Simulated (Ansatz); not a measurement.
# Convergence of CaO

```yaml
crystal:
  lattice:
    - [0.00000, 2.44900, 2.44900]
    - [2.44900, 0.00000, 2.44900]
    - [2.44900, 2.44900, 0.00000]
  atoms:
    - { symbol: Ca, position: [0.00000, 0.00000, 0.00000] }
    - { symbol: O, position: [0.50000, 0.50000, 0.50000] }
```

Atom numbers follow the list: Ca1, O2.

The geometry is COD entry 9006719, unchecked; take it as a test cell. It was measured hot, at 1427 K.

Theory: Ansatz 0.2.0, DFT, PBE, all-electron LAPW, scalar-relativistic.

The runs use a Γ-centred 11×11×11 k mesh, Fermi–Dirac smearing of 0.02 eV, basis error target 0.5 meV/atom, no spin polarisation. One setting is then changed at a time.

```tsv
basis error target (meV/atom)	free energy less the base's (meV/atom)	P (GPa)	gap on the mesh (eV)	cutoff chosen (eV)
0.5 (base)	0.0	-3.99	3.694	257
3	0.8	-3.98	3.695	208
10	?	-3.97	3.696	177
30	?	-3.92	3.696	150
0.1	-0.1	-3.99	3.694	303
```

(1) Give the missing entry: row "30", column "free energy less the base's (meV/atom)".

(2) Give the missing entry: row "10", column "free energy less the base's (meV/atom)".

## Answers

(1) 8.9.

(2) 2.8.
